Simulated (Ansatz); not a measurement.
How far is PAW off for F?

```xyz
1
Lattice="0.0000 1.7173 1.7173 1.7173 0.0000 1.7173 1.7173 1.7173 0.0000" Properties=species:S:1:pos:R:3 pbc="T T T"
F     0.0000    0.0000    0.0000
```

The structure comes from a relaxation in the same program, started in the fcc type, and has space group Fm-3m. Whether it is a known phase or the ground state wasn't checked.

Levels of theory: DFT, PBE, PAW with Ansatz's default frozen-core files, scalar-relativistic (Ansatz 0.2.0); DFT, PBE, all-electron LAPW, scalar-relativistic (Ansatz 0.2.0).

For PAW: a Γ-centred 16×16×16 k mesh, Fermi–Dirac smearing of 0.05 eV, cutoff 420 eV, no spin polarisation. LAPW targets a basis error of 0.5 meV/atom. The Ansatz runs share mesh, smearing and spin set-up. Plane-wave (PAW) pressures include the program's estimate of the Pulay term.

Stress and pressure are positive in compression.

Levels count from the Fermi level.

PAW results:

| quantity | PAW |
| --- | --- |
| pressure (GPa) | -0.02 |
| highest filled level at Γ (eV) | -21.638 |
| lowest empty level at Γ (eV) | 0.532 |
| highest filled level at X (eV) | -0.753 |
| lowest empty level at X (eV) | 19.082 |
| highest filled level at K (eV) | -0.458 |
| lowest empty level at K (eV) | 20.652 |

Q: What does all-electron LAPW give for the same quantities?

A: 
| quantity | LAPW |
| --- | --- |
| pressure (GPa) | -0.06 |
| highest filled level at Γ (eV) | -21.638 |
| lowest empty level at Γ (eV) | 0.532 |
| highest filled level at X (eV) | -0.754 |
| lowest empty level at X (eV) | 19.066 |
| highest filled level at K (eV) | -0.459 |
| lowest empty level at K (eV) | 20.639 |
